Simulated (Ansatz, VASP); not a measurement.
## Cd: VASP beside Ansatz

```xyz
1
Lattice="-1.8295 1.8295 1.8295 1.8295 -1.8295 1.8295 1.8295 1.8295 -1.8295" Properties=species:S:1:pos:R:3 pbc="T T T"
Cd    0.0000    0.0000    0.0000
```

Alike in both runs: functional revPBE; k mesh 13 × 13 × 13; occupations fermi-dirac, width 0.1 eV; no spin polarisation.

Ansatz relaxed the structure, and its values are those at the end. VASP's run is a single point on that final structure, the one shown.

|  | VASP | Ansatz |
| --- | --- | --- |
| version | VASP 6.6.1 | Ansatz 0.2.0 |
| potentials or method | VASP PAW PBE potentials, release 64 (Cd) | plane waves (420 eV) with PAW, scalar-relativistic |
| plane-wave cutoff (eV) | 520 | 420 |
| valence electrons in the cell | 12 | 20 |

VASP gave:

```
pressure (GPa) : 0.1
```

Question: Which values does Ansatz return?

Answer: Pressure (GPa): 0.0.

With one functional, cell and mesh, what is left measures potentials, basis and numerics. The two sets of potentials don't hold the same shells in valence.

Caveats: the PAW data sets were made with another functional, which shifts forces and pressure a little (VASP).
